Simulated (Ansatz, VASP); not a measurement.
**GaAs in VASP and in Ansatz**

Contents of INCAR:

```
PREC = Accurate
ENCUT = 600
EDIFF = 1E-6
ISMEAR = -1
SIGMA = 0.05
LREAL = False
LASPH = True
NELM = 100
ALGO = Normal
ISIF = 3
LWAVE = False
LCHARG = False
GGA = B5
ALDAX = 1.0
AGGAX = 1.0
AGGAC = 1.0
ALDAC = 0.0
IVDW = 13
VDW_S6 = 1.0
VDW_S8 = 2.34076671
VDW_A1 = 0.44488865
VDW_A2 = 4.0933009
IBRION = 2
NSW = 80
EDIFFG = -0.005
```

The input KPOINTS:

```
regular mesh
0
Gamma
  8 8 8
```

Contents of POSCAR:

```
GaAs
1.0
    0.0000000000      2.8268500000      2.8268500000
    2.8268500000      0.0000000000      2.8268500000
    2.8268500000      2.8268500000      0.0000000000
As Ga
1 1
Direct
    0.7500000000      0.7500000000      0.7500000000
    0.0000000000      0.0000000000      0.0000000000
```

The input input.yaml:

```yaml
crystal:
  lattice:
    - [0.0, 2.82685, 2.82685]
    - [2.82685, 0.0, 2.82685]
    - [2.82685, 2.82685, 0.0]
  atoms:
    - { symbol: As, position: [0.75, 0.75, 0.75] }
    - { symbol: Ga, position: [0.0, 0.0, 0.0] }
kpoints:
  mp_grid: { grid: [8, 8, 8] }
scf:
  occupations: { method: fermi_dirac, width: 0.05 }
hamiltonian:
  xc: blyp
  dispersion: d4
  pseudopotentials: { kind: all_electron, lapw: { basis_error: 0.001 } }
output:
  forces: true
  stress: true
relax:
  f_tol: 0.005
  max_steps: 60
  cell: {}
```

Alike in both runs: task relaxation of cell and atoms; functional BLYP; dispersion D4; k mesh 8 × 8 × 8; occupations fermi-dirac, width 0.05 eV; no spin polarisation.

|  | VASP | Ansatz |
| --- | --- | --- |
| version | VASP 6.6.1 | Ansatz 0.2.0 |
| potentials or method | VASP PAW PBE potentials, release 64 (As, Ga_d) | all-electron LAPW, scalar-relativistic |
| plane-wave cutoff (eV) | 600 | see its input |

VASP gave:

```
relaxed volume (Å³/atom)                                     : 22.96
relaxed cell length with the largest relative difference (Å) : 4.020
energy change over the relaxation (meV/atom)                 : -1
```

Task: Estimate Ansatz's values.

Result: Relaxed volume (Å³/atom): 22.86; relaxed cell length with the largest relative difference (Å): 4.014; energy change over the relaxation (meV/atom): -1.

Ansatz ran all-electron here, so the differences hold the error of VASP's frozen core and of both bases.

Caveats: the PAW data sets were made with another functional, which shifts forces and pressure a little (VASP). Zero-point motion and thermal expansion aren't in these numbers.
